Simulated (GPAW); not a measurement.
A run of GPAW 26.7.0:

The input run.py:

```python
from ase import Atoms
from ase.eos import EquationOfState
from ase.io import Trajectory
from ase.units import GPa
from gpaw import GPAW, PW, setup_paths

setup_paths.insert(0, '.')

atoms = Atoms(['Cd', 'Cd', 'S', 'S'],
              cell=[[4.15, 0.0, 0.0],
                    [-2.075, 3.5940054257, 0.0],
                    [0.0, 0.0, 6.737]],
              scaled_positions=[[0.6666666667, 0.3333333333, 0.5],
                                [0.3333333333, 0.6666666667, 0.0],
                                [0.6666666667, 0.3333333333, 0.875],
                                [0.3333333333, 0.6666666667, 0.375]],
              pbc=True)

traj = Trajectory('eos.traj', 'w')
volumes, energies = [], []
for x in [0.94, 0.96, 0.98, 1.0, 1.02, 1.04, 1.06]:
    a = atoms.copy()
    a.set_cell(atoms.cell * x**(1 / 3), scale_atoms=True)
    calc = GPAW(mode=PW(600),
                xc='LDA',
                kpts={'size': (5, 5, 3), 'gamma': True},
                occupations={'name': 'fermi-dirac', 'width': 0.05},
                nbands=31,
                convergence={'density': 1e-05, 'energy': 1e-05},
                maxiter=150,
                txt=f'eos-{x:.2f}.txt')
    a.calc = calc
    energies.append(a.get_potential_energy(force_consistent=True))
    volumes.append(a.get_volume())
    p = -a.get_stress()[:3].mean() / GPa
    calc.write(f'eos-{x:.2f}.gpw')
    traj.write(a)
    print(f'{x:.2f} {volumes[-1]:10.4f} A^3 {energies[-1]:14.6f} eV {p:9.3f} GPa', flush=True)

v0, e0, B = EquationOfState(volumes, energies, eos='birchmurnaghan').fit()
print(f'V0 = {v0:.4f} A^3, E0 = {e0:.6f} eV, B0 = {B / GPa:.2f} GPa')
```

Potentials or basis: PAW data sets generated in the run's folder for this functional, pw.

Launch:

```bash
$ gpaw-setup -f LDA Cd S
$ OMP_NUM_THREADS=1 python run.py
```

Hardware: 1 thread of Intel(R) Xeon(R) Platinum 8488C (Sapphire Rapids) (shared host).

Task: Estimate the wall time of this run.

Result: Wall time 98 s on 1 thread of Intel(R) Xeon(R) Platinum 8488C (Sapphire Rapids), with other jobs on the host, peak memory 0.29 GiB. Counts: scf iterations 69, plane waves 3166, bands 31, k points 12.
